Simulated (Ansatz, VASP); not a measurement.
# Sn: VASP beside Ansatz

File POSCAR:

```
Sn
1.0
   -1.8345354252      1.8345354252      1.8345354252
    1.8345354252     -1.8345354252      1.8345354252
    1.8345354252      1.8345354252     -1.8345354252
Sn
1
Direct
    0.0000000000      0.0000000000      0.0000000000
```

Contents of INCAR.step1:

```
SYSTEM = Sn
  PREC = Accurate
  ENCUT = 520
  ISMEAR = -1
  SIGMA = 0.1
  LREAL = .FALSE.
  LASPH = .TRUE.
  NELM = 100
  NBANDS = 13
  GGA = PE
  ALGO = Normal
  EDIFF = 1E-4
  LWAVE = .TRUE.
  LCHARG = .FALSE.
```

Contents of INCAR.step2:

```
SYSTEM = Sn
  PREC = Accurate
  ENCUT = 520
  EDIFF = 1E-7
  ISMEAR = -1
  SIGMA = 0.1
  LREAL = .FALSE.
  LASPH = .TRUE.
  NELM = 100
  ALGO = Normal
  ISIF = 2
  LWAVE = .FALSE.
  LCHARG = .FALSE.
  METAGGA = R2SCAN
  LMIXTAU = .TRUE.
  NBANDS = 13
  ISTART = 1
```

File KPOINTS:

```
regular mesh
0
G
  13 13 13
  0 0 0
```

Input for Ansatz:

```yaml
crystal:
  lattice:
    - [-1.8345354252, 1.8345354252, 1.8345354252]
    - [1.8345354252, -1.8345354252, 1.8345354252]
    - [1.8345354252, 1.8345354252, -1.8345354252]
  atoms:
    - { symbol: Sn, position: [0.0, 0.0, 0.0] }
hamiltonian:
  xc: r2scan
  pseudopotentials:
    kind: paw
    azcp:
      Sn: "pseudopotentials/Sn.paw.azcp"
basis:
  ecutwfc: 500
  fft_grid_basis: typed
kpoints:
  mp_grid: { grid: [13, 13, 13], shift: [0, 0, 0] }
magnetization:
  spin_polarized: false
scf:
  occupations: { method: fermi_dirac, width: 0.1 }
  lower_state_search: "off"
output:
  stress: true
  write_density: true
  write_potential: true
  elf: true
  volumetric_format: npy
```

Alike in both runs: task single point; functional r2SCAN; k mesh 13 × 13 × 13; occupations fermi-dirac, width 0.1 eV; no spin polarisation.

|  | VASP | Ansatz |
| --- | --- | --- |
| version | VASP 6.6.1 | Ansatz 0.2.0 |
| potentials or method | VASP PAW PBE potentials, release 64 (Sn_d) | plane waves (500 eV) with PAW, scalar-relativistic |
| plane-wave cutoff (eV) | 520 | 500 |
| valence electrons in the cell | 14 | 14 |

```csv
,VASP,Ansatz,Ansatz less VASP
pressure (GPa),5.7,5.6,-0.04
```

Caveats: the PAW data sets were made with another functional, which shifts forces and pressure a little (VASP).
